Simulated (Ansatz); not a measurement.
**CsI: a single-point run**

The task is a single-point run on CsI. The structure is shown as the input types it.

Computed with Ansatz 0.2.0 (density functional or hybrid calculation with the settings of its input, plane waves (as first typed), unless a step's input says otherwise).

3 further runs of the same task are left out: 1 for a known fault of the program, 2 that didn't finish.

## Step 1: Starting point

It takes space group Pm-3m (No. 221, cubic). Conventional cell: a = 4.608 Å, b = 4.608 Å, c = 4.608 Å, α = 90.00°, β = 90.00°, γ = 90.00°. Cs (site symmetry m-3m) is surrounded by 8 I at 3.99 Å. I (site symmetry m-3m) is surrounded by 8 Cs at 3.99 Å.

Coordinates:

```xyz
2
Lattice="4.6081 0.0000 0.0000 0.0000 4.6081 0.0000 0.0000 0.0000 4.6081" Properties=species:S:1:pos:R:3 pbc="T T T"
Cs    0.0000    0.0000    0.0000
I     2.3040    2.3040    2.3040
```

## Step 2: The calculation

Input file input.yaml:

```yaml
crystal:
  lattice:
    - [4.608083457, 0.0, 0.0]
    - [0.0, 4.608083457, 0.0]
    - [0.0, 0.0, 4.608083457]
  atoms:
    - { symbol: Cs, position: [0.0, 0.0, 0.0] }
    - { symbol: I, position: [0.5, 0.5, 0.5] }
kpoints:
  mp_grid: { grid: [4, 4, 4] }
hamiltonian:
  xc: pbe
scf:
  occupations: { method: fixed }
  n_extra_bands: 4
  convergence: { dr2_threshold: 0.01 }
  max_iter: 62
output:
  forces: true
  stress: true
  eigenvalues: true
```

Command:

```bash
> ansatz run input.yaml --threads 4 --pin off --max-ram 3686MiB --backend cpu --events-out ev --progress --plain --runs-dir out
```

What happens when this is run?

The run converged and reported no error, with warnings (force scf threshold loose, stress scf threshold loose). Its log warns: «scf.convergence.dr2_threshold = 1e-2 eV is looser than this run's default, which is 1e-7 eV or tighter. The error in the forces grows as the threshold's square root ...»

The threshold asked is loose, but the program put off the close and ended at dr2 = 4.8e-10, so little accuracy was lost here.

To check: delete scf.convergence.dr2_threshold (the default then holds).
